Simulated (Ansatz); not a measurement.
AlN under changes of volume

One of the cells (8.421 Å³/atom); the others are scaled copies at fixed shape and fractional positions:

```
Al N
1.0
     0.00000    2.03452    2.03452
     2.03452    0.00000    2.03452
     2.03452    2.03452    0.00000
Al N
1 1
Direct
  0.50000 0.50000 0.50000
  0.00000 0.00000 0.00000
```

Measurements of this composition are mostly on another form, of space group No. 186.

```yaml
Program: Ansatz 0.2.0
Functional: PBEsol
Potentials_or_basis: all-electron LAPW, scalar-relativistic
Cutoff: 322 eV (chosen from the basis error)
Basis_error_allowed: 0.001 eV/atom
k_mesh: 11 × 11 × 11
Occupations: fermi-dirac, width 0.05 eV
Spin: no spin polarisation
```

```tsv
volume (Å³/atom)	energy over the lowest point (meV/atom)	pressure (GPa)	gap on the mesh (eV)
7.916	?	?	?
8.085	3.67	6.4	4.89
8.253	0.00	0.7	4.69
8.421	2.00	-4.4	4.50
8.590	9.13	-9.1	4.32
8.758	20.90	-13.2	4.14
8.927	36.85	-17.0	3.97
```

Problem. What does the run at 7.916 Å³/atom give?

Solution. Energy over the lowest point 13.62 meV/atom; pressure 12.7 GPa; gap on the mesh 5.09 eV.

Worked out: A Birch-Murnaghan fit of order 3 (a polynomial in V^(-2/3)) to the other rows has its minimum at 8.28 Å³/atom with B0 = V·E''(V) = 262 GPa and B' = 4.2. It gives 13.73 meV/atom at 7.916 Å³/atom, against the run's 13.62, and -dE/dV = 12.8 GPa, against 12.7. A straight line through the other rows of the gap, of slope -9.27 eV per unit of ln V, extrapolates to 5.08 eV, against the run's 5.09.

Energies are extrapolated to zero smearing.

Caveats: an odd mesh through Γ misses points on the zone boundary, where band edges often lie.
